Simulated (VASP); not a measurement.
# Ir: kinetic-energy density

Ir, Fm-3m (no. 225), 1 atom in the cell. PBE; PAW potentials Ir (PBE set).

## Input

INCAR:
```
ALGO = Normal
EDIFF = 1E-7
ENCUT = 520
ISIF = 2
ISMEAR = 1
LASPH = True
LCHARG = True
LREAL = False
LTAU = True
LWAVE = False
NELM = 100
PREC = Accurate
SIGMA = 0.1
```

KPOINTS:
```
k-points
0
Gamma
  10 10 10
```

POSCAR:
```
Ir
1.0
    0.0000000000      1.9156000000      1.9156000000
    1.9156000000      0.0000000000      1.9156000000
    1.9156000000      1.9156000000      0.0000000000
Ir
1
Direct
    0.0000000000      0.0000000000      0.0000000000
```

Commands:
```
cat potpaw_PBE.64/Ir/POTCAR > POTCAR
mpirun -np 1 vasp_std > vasp.out
```

## Result

- Kinetic energy of the pseudo orbitals (eV): 176.21

VASP 6.6.1 took 5.2 s on 1 core (Intel Xeon Platinum 8488C (Sapphire Rapids)), a shared host.
